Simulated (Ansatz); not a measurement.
Crystal: C.

```
C
1.0
     1.23319    0.71198    8.28262
    -1.23319    0.71198    8.28262
     0.00000   -1.42396    8.28262
C
4
Direct
  0.08717 0.08717 0.08717
  0.75385 0.75385 0.75385
  0.24615 0.24615 0.24615
  0.91283 0.91283 0.91283
```

This isn't the form of C at room conditions, which is graphite.

Base run:

| Item | Value |
| --- | --- |
| Program | Ansatz 0.2.0 |
| Functional | m-r2SCAN |
| Potentials or basis | Ansatz PAW |
| Cutoff | 500 eV |
| Density cutoff | 2000 eV |
| k mesh | 12 × 12 × 12 |
| Occupations | fermi-dirac, width 0.025 eV |
| Spin | no spin polarisation |

Its results: band gap on the k mesh 0.20 eV, direct; pressure -3.1 GPa; largest force 0.006 eV/Å.

Q: The run is repeated on the same cell with these changes: functional from m-r2SCAN to PBEsol; cutoff from 500 eV to 420 eV; density cutoff from 2000 eV to 1680 eV; occupations from fermi-dirac, width 0.025 eV to gaussian, width 0.1 eV. What comes out?

A: Band gap on the k mesh 0.18 eV, direct; pressure -2.1 GPa; largest force 0.004 eV/Å.

Caveats: the PAW data sets come from PBE, with cores solved anew for the run's functional, which leaves a small shift of forces and pressure.

A k mesh can miss the band edges.

Not every run made on this cell is shown here.
